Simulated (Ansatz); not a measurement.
LiF: frozen-core PAW against all-electron methods

```yaml
crystal:
  lattice:
    - [0.00000, 2.01400, 1.95358]
    - [2.01400, 0.00000, 1.95358]
    - [2.01400, 2.01400, 0.00000]
  atoms:
    - { symbol: Li, position: [0.00000, 0.00000, 0.00000] }
    - { symbol: F, position: [0.50000, 0.50000, 0.50000] }
```

Atom numbers follow the list: Li1, F2.

The cell is COD entry 1010990, as deposited and not checked against the literature; nothing was relaxed. The listed cell was then made from it by scaling, straining or moving an atom.

Levels of theory: DFT, PBE, PAW with Ansatz's default frozen-core files, scalar-relativistic (Ansatz 0.2.0); DFT, PBE, all-electron LAPW, scalar-relativistic (Ansatz 0.2.0).

For PAW: a Γ-centred 10×10×10 k mesh, Fermi–Dirac smearing of 0.03 eV, cutoff 420 eV, no spin polarisation. LAPW targets a basis error of 1 meV/atom. The Ansatz runs share mesh, smearing and spin set-up. Plane-wave (PAW) pressures include the program's estimate of the Pulay term.

Stress and pressure are positive in compression.

PAW results:

```tsv
quantity	PAW
pressure (GPa)	4.72
stress xx (GPa)	3.75
stress zz (GPa)	6.66
band gap (eV)	9.336
```

(1) What does LAPW (all electrons) give for the same quantities?

Answers

(1) 
```
       quantity   LAPW
 pressure (GPa)   4.60
stress xx (GPa)   3.62
stress zz (GPa)   6.56
  band gap (eV)  9.313
```
